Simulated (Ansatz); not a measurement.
In NaI (rock salt type) the Na atom of the primitive cell, with all its periodic images, is moved by 0.06 Å along [111].

```
Na I
1.0
     0.00000    3.26500    3.26500
     3.26500    0.00000    3.26500
     3.26500    3.26500    0.00000
Na I
1 1
Direct
  0.00530 0.00530 0.00530
  0.50000 0.50000 0.50000
```

The calculation used PBE0, plane waves, all-electron PAW datasets generated for the crystal, point nucleus in Ansatz 0.2.0 development build.

Cutoff 290 eV; exchange singularity: Wigner-Seitz; k-mesh 4×4×4 Γ-centred; Fermi–Dirac smearing of 0.05 eV; no spin polarisation; no spin–orbit coupling.

Task: What force results?

Result: The force on it along the displacement is -0.0438 eV/Å, a force constant of 0.73 eV/Å².

```csv
atom,Fx (eV/Å),Fy (eV/Å),Fz (eV/Å)
Na1,-0.0253,-0.0253,-0.0253
I2,0.0253,0.0253,0.0253
```
